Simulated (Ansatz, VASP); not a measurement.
# One calculation of Ca, two programs

```
Ca
1.0
     3.46209    0.00000    0.00000
     0.00000    3.46209    0.00000
     0.00000    0.00000    3.46209
Ca
1
Direct
  0.00000 0.00000 0.00000
```

Alike in both runs: functional PBEsol; k mesh 11 × 11 × 11; occupations fermi-dirac, width 0.08 eV; no spin polarisation.

Ansatz relaxed the structure, and its values are those at the end. VASP's run is a single point on that final structure, the one shown.

|  | VASP | Ansatz |
| --- | --- | --- |
| version | VASP 6.6.1 | Ansatz 0.2.0 |
| potentials or method | VASP PAW PBE potentials, release 64 (Ca_sv) | PAW with Ansatz's default frozen-core files, scalar-relativistic |
| plane-wave cutoff (eV) | 520 | 420 |
| valence electrons in the cell | 10 | 10 |

```csv
,VASP,Ansatz,Ansatz less VASP
pressure (GPa),0.0,0.0,+0.01
```

The functional is the same, so the differences come from potentials, cutoffs and numerics.

Caveats: the PAW data sets were made with another functional, which shifts forces and pressure a little (VASP).
